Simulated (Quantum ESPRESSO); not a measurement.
# Al (P6_3/mmc) in Quantum ESPRESSO: a series of runs, part 2 of 3

Quantum ESPRESSO 7.5.

## 3. Phonons, PBE

Contents of pw.in:

```
&CONTROL
  calculation = 'scf'
  prefix = 'pwscf'
  outdir = './tmp'
  pseudo_dir = './pseudo'
  tprnfor = .true.
  tstress = .true.
  disk_io = 'low'
/
&SYSTEM
  ibrav = 0
  celldm(1) = 8
  nat = 2
  ntyp = 1
  ecutwfc = 52
  ecutrho = 312
  nbnd = 8
  occupations = 'smearing'
  smearing = 'mv'
  degauss = 0.01469973
/
&ELECTRONS
  conv_thr = 4d-10
  electron_maxstep = 120
  mixing_beta = 0.5
/
ATOMIC_SPECIES
Al    26.9815 Al.GGA_PBE-JTH.UPF
CELL_PARAMETERS alat
  0.6643462940091   0.0000000000000   0.0000000000000
 -0.3321731469928   0.5753407675200   0.0000000000000
  0.0000000000000   0.0000000000000   1.1496266987044
ATOMIC_POSITIONS crystal
Al     0.3333333333    0.6666666667    0.2500000000
Al     0.6666666667    0.3333333333    0.7500000000
K_POINTS automatic
11 11 6 0 0 0
```

Contents of scf2.in:

```
&CONTROL
  calculation = 'scf'
  prefix = 'pwscf'
  outdir = './tmp'
  pseudo_dir = './pseudo'
  tprnfor = .true.
  tstress = .true.
  disk_io = 'low'
/
&SYSTEM
  ibrav = 0
  celldm(1) = 8
  nat = 2
  ntyp = 1
  ecutwfc = 52
  ecutrho = 312
  nbnd = 8
  occupations = 'smearing'
  smearing = 'mv'
  degauss = 0.01469973
/
&ELECTRONS
  conv_thr = 1d-13
  electron_maxstep = 120
  mixing_beta = 0.5
  startingpot = 'file'
  startingwfc = 'file'
/
ATOMIC_SPECIES
Al    26.9815 Al.GGA_PBE-JTH.UPF
CELL_PARAMETERS alat
  0.6643462940091   0.0000000000000   0.0000000000000
 -0.3321731469928   0.5753407675200   0.0000000000000
  0.0000000000000   0.0000000000000   1.1496266987044
ATOMIC_POSITIONS crystal
Al     0.3333333333    0.6666666667    0.2500000000
Al     0.6666666667    0.3333333333    0.7500000000
K_POINTS automatic
11 11 6 0 0 0
```

Contents of ph.in:

```
phonons of Al
&INPUTPH
  prefix = 'pwscf'
  outdir = './tmp'
  tr2_ph = 1d-18
  fildyn = 'dyn'
  niter_ph = 90
  alpha_mix(1) = 0.4
/
0.0000000000 0.0000000000 0.0000000000
```

Contents of dynmat.in:

```
&INPUT
  fildyn = 'dyn'
  asr = 'crystal'
  filout = 'dynmat.disp'
  fileig = 'dynmat.eig'
/
```

Potentials or basis: JTH 2.0 PBE.

Run with:

```sh
OMP_NUM_THREADS=1 pw.x -in pw.in > pw.out
OMP_NUM_THREADS=1 pw.x -in scf2.in > scf2.out
OMP_NUM_THREADS=1 ph.x -in ph.in > ph.out
OMP_NUM_THREADS=1 dynmat.x -in dynmat.in > dynmat.out
```

pw.out:

```text
This program is part of the open-source Quantum ESPRESSO suite
     for quantum simulation of materials; please cite
         "P. Giannozzi et al., J. Phys.:Condens. Matter 21 395502 (2009);
         "P. Giannozzi et al., J. Phys.:Condens. Matter 29 465901 (2017);
         "P. Giannozzi et al., J. Chem. Phys. 152 154105 (2020);
     in publications or presentations arising from this work. More details at

     file Al.GGA_PBE-JTH.UPF: wavefunction(s)  3S 0S 3P 0P renormalized
     Message from routine setup:
     using ibrav=0 with symmetry is DISCOURAGED, use correct ibrav instead

     G-vector sticks info
     --------------------
     sticks:   dense  smooth     PW     G-vecs:    dense   smooth      PW
     Sum         595     409    121                20913    11383    1979

     Using Slab Decomposition

     bravais-lattice index     =            0
     lattice parameter (alat)  =       8.0000  a.u.
     unit-cell volume          =     224.9813 (a.u.)^3
     number of atoms/cell      =            2
     number of atomic types    =            1
     number of electrons       =         6.00
     number of Kohn-Sham states=            8
     kinetic-energy cutoff     =      52.0000  Ry
     charge density cutoff     =     312.0000  Ry
     scf convergence threshold =      4.0E-10
     mixing beta               =       0.5000
     number of iterations used =            8  plain     mixing
     Exchange-correlation= SLA PW PBX PBC
                           (   1   4   3   4   0   0   0)

     celldm(1)=   8.000000  celldm(2)=   0.000000  celldm(3)=   0.000000
     celldm(4)=   0.000000  celldm(5)=   0.000000  celldm(6)=   0.000000

     crystal axes: (cart. coord. in units of alat)
               a(1) = (   0.664346   0.000000   0.000000 )
               a(2) = (  -0.332173   0.575341   0.000000 )
               a(3) = (   0.000000   0.000000   1.149627 )

     reciprocal axes: (cart. coord. in units 2 pi/alat)
               b(1) = (  1.505239  0.869050 -0.000000 )
               b(2) = (  0.000000  1.738100  0.000000 )
               b(3) = (  0.000000 -0.000000  0.869848 )

     PseudoPot. # 1 for Al read from file:
     Al.GGA_PBE-JTH.UPF
     Pseudo is Projector augmented-wave + core cor, Zval =  3.0
     Generated using ATOMPAW code
     Shape of augmentation charge: SINC**2
     Using radial grid of  982 points,  4 beta functions with:
                l(1) =   0
                l(2) =   0
                l(3) =   1
                l(4) =   1
     Q(r) pseudized with 0 coefficients

     atomic species   valence    mass     pseudopotential
     Al                3.00    26.98150     Al( 1.00)

     24 Sym. Ops., with inversion, found (12 have fractional translation)

   Cartesian axes

     site n.     atom                  positions (alat units)
         1        Al     tau(   1) = (  -0.0000000   0.3835605   0.2874067  )
         2        Al     tau(   2) = (   0.3321731   0.1917803   0.8622200  )

     number of k points=    64  Marzari-Vanderbilt smearing, width (Ry)=  0.0147
                       cart. coord. in units 2pi/alat
        k(    1) = (   0.0000000   0.0000000   0.0000000), wk =   0.0027548
        k(    2) = (   0.0000000   0.0000000   0.1449746), wk =   0.0055096
        k(    3) = (   0.0000000   0.0000000   0.2899492), wk =   0.0055096
        k(    4) = (   0.0000000   0.0000000  -0.4349238), wk =   0.0027548
        k(    5) = (   0.0000000   0.1580091   0.0000000), wk =   0.0165289
        k(    6) = (   0.0000000   0.1580091   0.1449746), wk =   0.0330579
[... 56 lines left out ...]
        k(   63) = (   0.4105197   0.8690502   0.2899492), wk =   0.0330579
        k(   64) = (   0.4105197   0.8690502  -0.4349238), wk =   0.0165289

     Dense  grid:    20913 G-vectors     FFT dimensions: (  30,  30,  54)

     Smooth grid:    11383 G-vectors     FFT dimensions: (  25,  25,  48)

     Initial potential from superposition of free atoms

     starting charge       5.9954, renormalised to       6.0000

     negative rho (up, down):  1.448E-03 0.000E+00
     Starting wfcs are   16 randomized atomic wfcs

     Self-consistent Calculation

     iteration #  1     ecut=    52.00 Ry     beta= 0.50
     Davidson diagonalization with overlap
     ethr =  1.00E-02,  avg # of iterations =  4.3

     Threshold (ethr) on eigenvalues was too large:
     Diagonalizing with lowered threshold

     Davidson diagonalization with overlap
     ethr =  1.83E-04,  avg # of iterations =  3.0

     negative rho (up, down):  1.455E-03 0.000E+00

     total energy              =     -79.00226585 Ry
     estimated scf accuracy    <       0.01086244 Ry

     iteration #  2     ecut=    52.00 Ry     beta= 0.50
     Davidson diagonalization with overlap
     ethr =  1.81E-04,  avg # of iterations =  1.1

     negative rho (up, down):  1.504E-03 0.000E+00

     total energy              =     -79.00159659 Ry
     estimated scf accuracy    <       0.00241870 Ry

     iteration #  3     ecut=    52.00 Ry     beta= 0.50
     Davidson diagonalization with overlap
     ethr =  4.03E-05,  avg # of iterations =  1.2

     negative rho (up, down):  1.528E-03 0.000E+00

     total energy              =     -79.00164999 Ry
     estimated scf accuracy    <       0.00000130 Ry

     iteration #  4     ecut=    52.00 Ry     beta= 0.50
     Davidson diagonalization with overlap
     ethr =  2.17E-08,  avg # of iterations =  3.4

     negative rho (up, down):  1.522E-03 0.000E+00

     total energy              =     -79.00165193 Ry
     estimated scf accuracy    <       0.00000013 Ry

     iteration #  5     ecut=    52.00 Ry     beta= 0.50
     Davidson diagonalization with overlap
     ethr =  2.17E-09,  avg # of iterations =  1.2

     negative rho (up, down):  1.518E-03 0.000E+00

     total energy              =     -79.00165193 Ry
     estimated scf accuracy    <          7.7E-09 Ry

     iteration #  6     ecut=    52.00 Ry     beta= 0.50
     Davidson diagonalization with overlap
     ethr =  1.28E-10,  avg # of iterations =  1.4

     negative rho (up, down):  1.517E-03 0.000E+00

     End of self-consistent calculation

          k = 0.0000 0.0000 0.0000 (  1377 PWs)   bands (ev):

    -3.2396   2.7635   2.9987  19.2557  19.2557  19.4835  19.4836  20.1950

          k = 0.0000 0.0000 0.1450 (  1401 PWs)   bands (ev):

    -3.0663   1.0328   5.0381  16.3432  19.3885  19.3885  19.6268  19.6268

          k = 0.0000 0.0000 0.2899 (  1413 PWs)   bands (ev):

    -2.5476  -0.4908   7.4863  13.1926  19.7781  19.7781  20.0329  20.0329

          k = 0.0000 0.0000-0.4349 (  1402 PWs)   bands (ev):

    -1.6871  -1.6871  10.2147  10.2147  20.2998  20.2998  20.2999  20.2999

          k = 0.0000 0.1580 0.0000 (  1403 PWs)   bands (ev):

    -3.0336   2.9653   3.1914  16.1795  17.6121  18.5674  19.9280  20.2828

          k = 0.0000 0.1580 0.1450 (  1404 PWs)   bands (ev):

    -2.8605   1.2332   5.2315  16.0531  16.8490  17.7571  19.1396  20.2666

          k = 0.0000 0.1580 0.2899 (  1419 PWs)   bands (ev):

    -2.3425  -0.2885   7.6743  13.3436  16.8877  18.1914  18.5018  19.9042

          k = 0.0000 0.1580-0.4349 (  1432 PWs)   bands (ev):

    -1.4832  -1.4832  10.3931  10.3931  17.5856  17.5856  18.9115  18.9115

          k = 0.0000 0.3160 0.0000 (  1411 PWs)   bands (ev):

    -2.4173   3.5654   3.7696  12.7457  16.2114  17.1329  18.3202  18.5131

          k = 0.0000 0.3160 0.1450 (  1420 PWs)   bands (ev):

    -2.2450   1.8318   5.8072  12.8880  16.3584  16.4377  16.8281  18.5434

          k = 0.0000 0.3160 0.2899 (  1421 PWs)   bands (ev):

    -1.7290   0.3166   8.2291  13.1381  14.1429  15.2652  16.7992  18.5574

          k = 0.0000 0.3160-0.4349 (  1418 PWs)   bands (ev):
[... 181 lines left out ...]
     2.2155   6.2503   6.5405   8.1698   8.4597  11.9991  12.2129  13.0893

          k = 0.4105 0.7110 0.1450 (  1437 PWs)   bands (ev):

     2.3813   5.9517   6.6951   7.1051   9.8330  10.7297  11.3805  14.6244

          k = 0.4105 0.7110 0.2899 (  1432 PWs)   bands (ev):

     2.8763   4.7929   7.1436   7.2789   9.1672   9.3504  13.0140  16.6279

          k = 0.4105 0.7110-0.4349 (  1428 PWs)   bands (ev):

     3.6910   3.6910   7.6694   7.6694   8.4957   8.4957  15.5184  15.5184

          k = 0.4105 0.8691 0.0000 (  1430 PWs)   bands (ev):

     4.1291   4.2124   6.2604   9.5678   9.7238  10.4269  10.9428  12.5911

          k = 0.4105 0.8691 0.1450 (  1435 PWs)   bands (ev):

     4.2869   4.3695   6.3747   8.3036   8.5368  10.3389  12.4678  12.6656

          k = 0.4105 0.8691 0.2899 (  1438 PWs)   bands (ev):

     4.7420   4.8241   6.4371   6.9204   7.5766   9.0613  14.7105  14.8574

          k = 0.4105 0.8691-0.4349 (  1440 PWs)   bands (ev):

     5.2677   5.2677   6.0348   6.0348   8.0133   8.0133  16.7613  16.7616

     the Fermi energy is     7.8554 ev

!    total energy              =     -79.00165193 Ry
     total all-electron energy =       -79.001652 Ry
     estimated scf accuracy    <          1.3E-10 Ry
     smearing contrib. (-TS)   =      -0.00007776 Ry
     internal energy E=F+TS    =     -79.00157417 Ry

     The total energy is F=E-TS. E is the sum of the following terms:
     one-electron contribution =       6.26407546 Ry
     hartree contribution      =       0.01687881 Ry
     xc contribution           =      -4.19549924 Ry
     ewald contribution        =     -10.76419947 Ry
     one-center paw contrib.   =     -70.32282973 Ry

     convergence has been achieved in   6 iterations

     negative rho (up, down):  1.517E-03 0.000E+00

     Forces acting on atoms (cartesian axes, Ry/au):

     atom    1 type  1   force =    -0.00000000   -0.00000000    0.00000000
     atom    2 type  1   force =     0.00000000    0.00000000    0.00000000

     Total force =     0.000000     Total SCF correction =     0.000000

     Computing stress (Cartesian axis) and pressure

     negative rho (up, down):  1.517E-03 0.000E+00
          total   stress  (Ry/bohr**3)                   (kbar)     P=        0.91
   0.00010602  -0.00000000   0.00000000           15.60       -0.00        0.00
  -0.00000000   0.00010602   0.00000000           -0.00       15.60        0.00
   0.00000000   0.00000000  -0.00019351            0.00        0.00      -28.47

=------------------------------------------------------------------------------=
   JOB DONE.
=------------------------------------------------------------------------------=
```

It took 70 s on 1 thread of Arm Neoverse V2, shared host; peak memory 0.06 GiB.

What came out:

```yaml
Free_energy: -1074.8722 eV
Pressure_after_relaxing: 0.1 GPa
Band_gap_on_the_k_mesh: none (metal or under the smearing width)
Highest_phonon_frequency_at_Γ: 258 cm⁻¹
```

Stress tensor (GPa, compression positive):
```
 1.56  0.00  0.00
 0.00  1.56  0.00
 0.00  0.00 -2.85
```

Phonon frequencies in cm⁻¹ (negative: imaginary):
| q point | frequencies |
| --- | --- |
| (0.000, 0.000, 0.000) | -3 1 1 126 126 258 |

Optical modes at Γ, degenerate ones joined:
```csv
cm⁻¹,components,symmetry,active in
126,2,E2g,Raman
258,1,B1g,silent
```

Caveat: the mesh is thin for the phonons of a metal.

(Continued in part 3 of 3.)
